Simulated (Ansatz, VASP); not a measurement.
One calculation of AlN, two programs

INCAR

```
SYSTEM = AlN
  PREC = Accurate
  ENCUT = 520
  EDIFF = 1E-6
  ISMEAR = 0
  SIGMA = 0.02
  LREAL = .False.
  LASPH = .True.
  NELM = 100
  ALGO = Fast
  ISIF = 2
  LWAVE = .False.
  LCHARG = .False.
  GGA = PE
  NBANDS = 16
```

KPOINTS

```
regular mesh
0
Gamma
  9 9 6
  0 0 0
```

File POSCAR:

```
AlN
1.0
    3.1779198079      0.0000000000      0.0000000000
   -1.5889599039      2.7521592848      0.0000000000
    0.0000000000      0.0000000000      5.1597467800
Al N
2 2
Direct
    0.3333333333      0.6666666667      0.0200883889
    0.6666666667      0.3333333333      0.5200883889
    0.3333333333      0.6666666667      0.3649116111
    0.6666666667      0.3333333333      0.8649116111
```

Input for Ansatz:

```yaml
crystal:
  lattice:
    - [3.1779198079, 0.0, 0.0]
    - [-1.5889599039, 2.7521592848, 0.0]
    - [0.0, 0.0, 5.15974678]
  atoms:
    - { symbol: Al, position: [0.3333333333, 0.6666666667, 0.0200883889] }
    - { symbol: Al, position: [0.6666666667, 0.3333333333, 0.5200883889] }
    - { symbol: "N", position: [0.3333333333, 0.6666666667, 0.3649116111] }
    - { symbol: "N", position: [0.6666666667, 0.3333333333, 0.8649116111] }
basis:
  ecutwfc: 420
kpoints:
  mp_grid: { grid: [9, 9, 6] }
hamiltonian:
  xc: pbe
scf:
  occupations: { method: gaussian, width: 0.02 }
output:
  forces: true
  stress: true
  eigenvalues: true
```

Alike in both runs: task single point; functional PBE; k mesh 9 × 9 × 6; occupations gaussian, width 0.02 eV; no spin polarisation.

|  | VASP | Ansatz |
| --- | --- | --- |
| version | VASP 6.6.1 | Ansatz 0.2.0 |
| potentials or method | VASP PAW PBE potentials, release 64 (Al, N) | scalar-relativistic, plane waves, PAW |
| plane-wave cutoff (eV) | 520 | 420 |
| valence electrons in the cell | 16 | 16 |

|  | VASP | Ansatz | Ansatz less VASP |
| --- | --- | --- | --- |
| gap on the k mesh at the Fermi level (eV) | 3.38 | 3.38 | -0.006 |
| least direct gap on the mesh (eV) | 3.38 | 3.38 | -0.006 |
| pressure (GPa) | -6.6 | -6.3 | +0.24 |
| largest component of the traceless stress (GPa) | 12.62 | 12.51 | -0.108 |
| rms of the force components (eV/Å) | 1.646 | 1.640 | -0.0063 |

Atom by atom the forces differ by 0.006 eV/Å (rms over components). With one functional, cell and mesh, what is left measures potentials, basis and numerics.

Caveats: an odd mesh through Γ misses points on the zone boundary, where band edges often lie; forces of over 1 eV/Å show positions far from the minimum, so gaps and moduli don't describe the material at rest.
